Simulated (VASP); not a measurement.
# SiC (I-4m2) in VASP: further runs, part 2 of 2

VASP 6.6.1. The steps go on from the part before.

## 5. Single point, r2SCAN (strain +0.0450 x Voigt [0, 1, 0, 0, 0, 0], atoms carried along)

POSCAR reads:

```
SiC
1.0
    0.0000000000      2.2718300000      2.1740000000
    2.1740000000      0.0000000000      2.1740000000
    2.1740000000      2.2718300000      0.0000000000
Si C
1 1
Direct
    0.0000000000      0.0000000000      0.0000000000
    0.7500000000      0.7500000000      0.7500000000
```

INCAR.step1 reads:

```
SYSTEM = SiC
  PREC = Accurate
  ENCUT = 520
  ISMEAR = 0
  SIGMA = 0.05
  LREAL = .FALSE.
  LASPH = .TRUE.
  NELM = 100
  NBANDS = 11
  GGA = PE
  ALGO = Normal
  EDIFF = 1E-4
  LWAVE = .TRUE.
  LCHARG = .FALSE.
```

INCAR.step2 reads:

```
SYSTEM = SiC
  PREC = Accurate
  ENCUT = 520
  EDIFF = 1E-7
  ISMEAR = 0
  SIGMA = 0.05
  LREAL = .FALSE.
  LASPH = .TRUE.
  NELM = 100
  ALGO = Normal
  ISIF = 2
  LWAVE = .FALSE.
  LCHARG = .FALSE.
  METAGGA = R2SCAN
  LMIXTAU = .TRUE.
  NBANDS = 11
  ISTART = 1
```

KPOINTS reads:

```
Automatic mesh
0
G
  12 12 12
  0 0 0
```

Potentials or basis: VASP PAW PBE potentials, release 64 (Si, C).

Launch:

```bash
$ cat potpaw_PBE.64/Si/POTCAR potpaw_PBE.64/C/POTCAR > POTCAR
$ cp INCAR.step1 INCAR
$ mpirun -np 1 vasp_std > vasp.out
$ cp INCAR.step2 INCAR
$ mpirun -np 1 vasp_std > vasp.out
```

OUTCAR:

```text
SYSTEM = SiC
   PREC = Accurate
   ENCUT = 520
   EDIFF = 1E-7
   ISMEAR = 0
   LREAL = .FALSE.
   LASPH = .TRUE.
   NELM = 100
   ISIF = 2
   METAGGA = R2SCAN
   ISTART = 1

 ion  position               nearest neighbor table
   1  0.000  0.000  0.000-   2 1.91   2 1.91   2 1.91   2 1.91
   2  0.750  0.750  0.750-   1 1.91   1 1.91   1 1.91   1 1.91

  LATTYP: Found a body centered tetragonal cell.
 ALAT       =     3.0745002846
 C/A-ratio  =     1.4778531727

  Lattice vectors:

 A1 = (   0.0000000000,  -2.2718300000,   2.1740000000)
 A2 = (   0.0000000000,  -2.2718300000,  -2.1740000000)
 A3 = (   2.1740000000,   2.2718300000,   0.0000000000)

Analysis of symmetry for initial positions (statically):
=====================================================================
 Subroutine PRICEL returns:
 Original cell was already a primitive cell.

 Routine SETGRP: Setting up the symmetry group for a
 body centered tetragonal supercell.

 Subroutine GETGRP returns: Found  8 space group operations
 (whereof  8 operations were pure point group operations)
 out of a pool of 16 trial point group operations.

The static configuration has the point symmetry D_2d.

[... 174 lines left out ...]
      5      13.9267      0.00000
      6      15.1173      0.00000
      7      15.1173      0.00000
      8      15.2440      0.00000
      9      21.8087      0.00000
     10      23.2471      0.00000
     11      24.5554      0.00000
[... 309 lines left out ...]
 k-point    24 :      -0.4167    0.1667    0.0000
  band No.  band energies     occupation
      1      -4.4961      2.00000
      2      -0.4988      2.00000
      3       4.5599      2.00000
      4       5.8799      2.00000
      5      12.9163      0.00000
      6      15.5004      0.00000
      7      16.6786      0.00000
      8      19.3393      0.00000
      9      22.5713      0.00000
     10      23.7659      0.00000
     11      26.6717      0.00000

 [... further k-points ...]

------------------------ aborting loop because EDIFF is reached ----------------------------------------

  FORCE on cell =-STRESS in cart. coord.  units (eV):
  Direction    XX          YY          ZZ          XY          YZ          ZX
  --------------------------------------------------------------------------------------
  -------------------------------------------------------------------------------------
  Total       -0.5233743     -2.3038473     -0.5233743      0.0000000      0.0000000      0.0000000
  in kB      -39.0479314   -171.8855511    -39.0479314      0.0000000      0.0000000      0.0000000
  external PRESSURE =     -83.3271380 kB  Pullay stress =       0.0000000 kB

 VOLUME and BASIS-vectors are now :
 -----------------------------------------------------------------------------
  energy-cutoff  :      520.00
  volume of cell :       21.47
      direct lattice vectors                 reciprocal lattice vectors
     0.000000000  2.271830000  2.174000000    -0.229990800  0.220086890  0.229990800
     2.174000000  0.000000000  2.174000000     0.229990800 -0.220086890  0.229990800
     2.174000000  2.271830000  0.000000000     0.229990800  0.220086890 -0.229990800

 POSITION                                       TOTAL-FORCE (eV/Angst)
 -----------------------------------------------------------------------------------
      0.00000      0.00000      0.00000         0.000000      0.000000      0.000000
      3.26100      3.40775      3.26100         0.000000      0.000000      0.000000
 -----------------------------------------------------------------------------------
    total drift:                               -0.000000      0.000002      0.000000

  FREE ENERGIE OF THE ION-ELECTRON SYSTEM (eV)
  ---------------------------------------------------
  free  energy   TOTEN  =       -19.2801295484 eV

  energy  without entropy=      -19.2801295484  energy(sigma->0) =      -19.28012955
```

OUTCAR.step1:

```text
SYSTEM = SiC
   PREC = Accurate
   ENCUT = 520
   ISMEAR = 0
   LREAL = .FALSE.
   LASPH = .TRUE.
[... 559 lines left out ...]
      0.00000      0.00000      0.00000        -0.000000     -0.000000      0.000000
      3.26100      3.40775      3.26100         0.000000      0.000000      0.000000
 -----------------------------------------------------------------------------------
    total drift:                                0.000000     -0.000000      0.000000

  FREE ENERGIE OF THE ION-ELECTRON SYSTEM (eV)
  ---------------------------------------------------
  free  energy   TOTEN  =       -15.0307678428 eV

  energy  without entropy=      -15.0307678428  energy(sigma->0) =      -15.03076784
```

OSZICAR.step1:

```text
N       E                     dE             d eps       ncg     rms          rms(c)
DAV:   1     0.397987550193E+01    0.39799E+01   -0.39184E+03  3699   0.611E+02
DAV:   2    -0.161540801526E+02   -0.20134E+02   -0.19159E+02  4574   0.109E+02
DAV:   3    -0.167810934216E+02   -0.62701E+00   -0.62592E+00  4472   0.160E+01
DAV:   4    -0.167835956082E+02   -0.25022E-02   -0.25020E-02  4129   0.129E+00
DAV:   5    -0.167836075377E+02   -0.11930E-04   -0.11929E-04  4422   0.823E-02    0.843E+00
DAV:   6    -0.150761935878E+02    0.17074E+01   -0.64268E+00  4006   0.112E+01    0.370E+00
DAV:   7    -0.150379816147E+02    0.38212E-01   -0.33874E-01  4321   0.336E+00    0.172E+00
DAV:   8    -0.150305561664E+02    0.74254E-02   -0.19570E-02  4099   0.931E-01    0.170E-01
DAV:   9    -0.150306500317E+02   -0.93865E-04   -0.17290E-03  4510   0.233E-01    0.111E-01
DAV:  10    -0.150307655965E+02   -0.11556E-03   -0.25682E-04  3949   0.962E-02    0.260E-02
DAV:  11    -0.150307678428E+02   -0.22463E-05   -0.45226E-05  2099   0.348E-02
   1 F= -.15030768E+02 E0= -.15030768E+02  d E =-.390094E-16
```

Run time: 65 s. Hardware: 1 thread of Intel Xeon Platinum 8488C (Sapphire Rapids), shared host; peak memory 0.16 GiB.

Results:

- Free energy: -19.2801 eV
- Pressure: -8.3 GPa
- Band gap on the k mesh: 1.51 eV, indirect (least direct gap 4.97 eV)

Stress tensor (GPa, compression positive):
```
 -3.90   0.00   0.00
  0.00 -17.19   0.00
  0.00   0.00  -3.90
```

Caveat: the PAW data sets were made with another functional, which shifts forces and pressure a little. A k mesh can miss the band edges.

## 6. The runs side by side

| cell | gap on the mesh (eV) | pressure (GPa) |
| --- | --- | --- |
| strain +0.0150 x Voigt [0, 1, 0, 0, 0, 0], atoms carried along | 1.65 | -2.2 |
| strain +0.0300 x Voigt [0, 1, 0, 0, 0, 0], atoms carried along | 1.58 | -5.4 |
| strain -0.0450 x Voigt [0, 1, 0, 0, 0, 0], atoms carried along | 1.20 | 12.6 |
| strain +0.0450 x Voigt [0, 1, 0, 0, 0, 0], atoms carried along | 1.51 | -8.3 |

Alike in all rows: task single point; level r2SCAN; potentials or basis VASP PAW PBE potentials, release 64 (Si, C); no spin polarisation; k mesh 12 × 12 × 12; cutoff (eV) 520; smearing gaussian 0.05 eV.

Caveats: the PAW data sets were made with another functional, which shifts forces and pressure a little.

Total energies depend on the potentials used, so only differences within one code and one set of settings carry meaning.
